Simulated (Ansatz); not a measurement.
Start from `OCc1ccccc1` and change one atom or group to get `CCSCc1ccccc1`.

Ansatz, PBE0-D4/def2-TZVP geometries, multiplicity 1. Each molecule was computed in one conformer, which needn't be the lowest.

```csv
property,`OCc1ccccc1`
size of the dipole moment (PBE/def2-TZVPP) / D,1.34
HOMO energy (PBE0/def2-TZVPP) / eV,-7.13
HOMO–LUMO gap (ωB97M-V/def2-TZVPP) / eV,10.85
LUMO energy (B3LYP/def2-TZVPP) / eV,-0.55
size of the dipole moment (B3LYP/def2-TZVPP) / D,1.44
HOMO–LUMO gap (B3LYP/def2-TZVPP) / eV,6.37
```

Question: Give the same properties after the change, and the shifts. (An estimate is asked.)

Answer: The calculation gave: 
```csv
property,`CCSCc1ccccc1`,shift
size of the dipole moment (PBE/def2-TZVPP) / D,1.40,0.06
HOMO energy (PBE0/def2-TZVPP) / eV,-6.24,0.89
HOMO–LUMO gap (ωB97M-V/def2-TZVPP) / eV,9.94,-0.91
LUMO energy (B3LYP/def2-TZVPP) / eV,-0.65,-0.10
size of the dipole moment (B3LYP/def2-TZVPP) / D,1.44,0.00
HOMO–LUMO gap (B3LYP/def2-TZVPP) / eV,5.37,-1.00
```

With PBE0 the HOMO rises by 0.89 eV and the LUMO falls by 0.12 eV, so the gap narrows by about 1.01 eV. PBE moves the HOMO by 0.97 eV and ωB97M-V by 0.78 eV. Dipoles are sizes alone; their direction can turn.

B3LYP here is the variant with VWN-RPA as its local correlation; programs differ in this.

Positive LUMOs are unbound, so they and the gaps depend on the basis.
